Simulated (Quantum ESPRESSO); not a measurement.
**Li under changes of volume**

One of the cells (21.609 Å³/atom); the others are scaled copies at fixed shape and fractional positions:

```
Li
1.0
    -1.75465    1.75465    1.75465
     1.75465   -1.75465    1.75465
     1.75465    1.75465   -1.75465
Li
1
Direct
  0.00000 0.00000 0.00000
```

| Property | Result |
| --- | --- |
| Program | Quantum ESPRESSO 7.5 |
| Functional | LDA |
| Potentials or basis | PseudoDojo 0.4.1 SR LDA standard |
| Cutoff | 1007 eV |
| Density cutoff | 4027 eV |
| k mesh | 11 × 11 × 11 |
| Occupations | fermi-dirac, width 0.05 eV |
| Spin | no spin polarisation |

```csv
volume (Å³/atom),energy over the lowest point (meV/atom),pressure (GPa)
20.312,0.00,-0.9
20.744,2.74,-1.2
21.177,6.11,-1.4
21.609,?,?
22.041,14.50,-1.8
22.473,19.43,-1.9
22.905,24.77,-2.1
```

Task: What does the run at 21.609 Å³/atom give?

Result: Energy over the lowest point 10.05 meV/atom; pressure -1.6 GPa.

Worked out: A Birch-Murnaghan fit of order 3 (a polynomial in V^(-2/3)) to the other rows has no minimum within the range. It gives 10.05 meV/atom at 21.609 Å³/atom, against the run's 10.05, and -dE/dV = -1.6 GPa, against -1.6.

Energies are extrapolated to zero smearing.
